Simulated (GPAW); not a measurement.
Runs of GPAW 26.7.0 on TaS2. It takes space group P-3m1 (No. 164, trigonal). Conventional cell: a = 3.350 Å, b = 3.350 Å, c = 5.860 Å, α = 90.00°, β = 90.00°, γ = 120.00°. Around Ta (site symmetry -3m) lie 6 S at 2.43 Å. S (site symmetry 3m) is surrounded by 3 Ta at 2.43 Å. 

```tsv
task	level	potentials or basis	spin	cell	band path	band points	spin axis theta (degrees)	spin axis phi (degrees)	data set	gap on the mesh (eV)	pressure (GPa)	relaxed volume (Å³/atom)	largest force (eV/Å)
band structure	r4SCAN	GPAW PAW data sets (gpaw-data 1.2.1), pw	SOC, no magnetisation	as given	GMKGALHA,LM,KH	80	0	0	-	-	6.3	-	(a)
band structure	LDA	the program's PAW data sets (release 1.2.1) made for this functional, other valence, pw	off	as given	GMKGALHA,LM,KH	60	-	-	Ta 5	-	(b)	-	1.07
relaxation of cell and atoms	WC	PAW data sets generated in the run's folder for this functional, pw	off	relaxed to 10 GPa	-	-	-	-	-	none	10.0	-	0.01
band structure	optB88-vdW	GPAW PAW data sets (gpaw-data 1.2.1), pw	SOC, no magnetisation	as given	GMKGALHA,LM,KH	80	0	0	-	-	-	-	1.48
relaxation of cell and atoms	OLYP+D3(BJ)	PAW data sets generated in the run's folder for this functional, pw	off	relaxed	-	-	-	-	-	none	-0.3	16.07	0.02
band structure	rSCAN	GPAW PAW data sets (gpaw-data 1.2.1), pw	SOC, no magnetisation	as given	GMKGALHA,LM,KH	100	54.7	45	-	-	7.4	-	0.97
relaxation of cell and atoms	BP86	PAW data sets generated in the run's folder for this functional, pw	off	relaxed	-	-	-	-	-	none	0.2	21.15	0.01
```

Alike in all rows: k mesh 7 × 7 × 4; cutoff (eV) 600; smearing fermi-dirac 0.05 eV.

**Question.** Fill in the values left out.

**Answer.** (a) 0.78; (b) 3.8.

Caveats: spin-orbit coupling was added after a scalar SCF, so levels and gaps hold it while energy, forces, pressure and moments don't (some runs); this program's spin-orbit splittings come out too wide for heavy elements (some runs); the PAW data sets were made with another functional, which shifts forces and pressure a little (some runs); later steps reuse the first step's grids (some runs); spin-orbit coupling is left out, which moves the levels of the heavy elements (some runs); forces of over 1 eV/Å show positions far from the minimum, so gaps and moduli don't describe the material at rest (some runs); this functional lacks dispersion, which binds the layers, so the pressure and a relaxed spacing across them are unreliable (some runs).

A k mesh can miss the band edges, and rows without SOC leave out spin-orbit coupling on Ta.

A gap of «none» marks a metal or a gap under the smearing width.

The runs don't all hold the same shells in valence.

Runs at the PBE level aren't shown here.
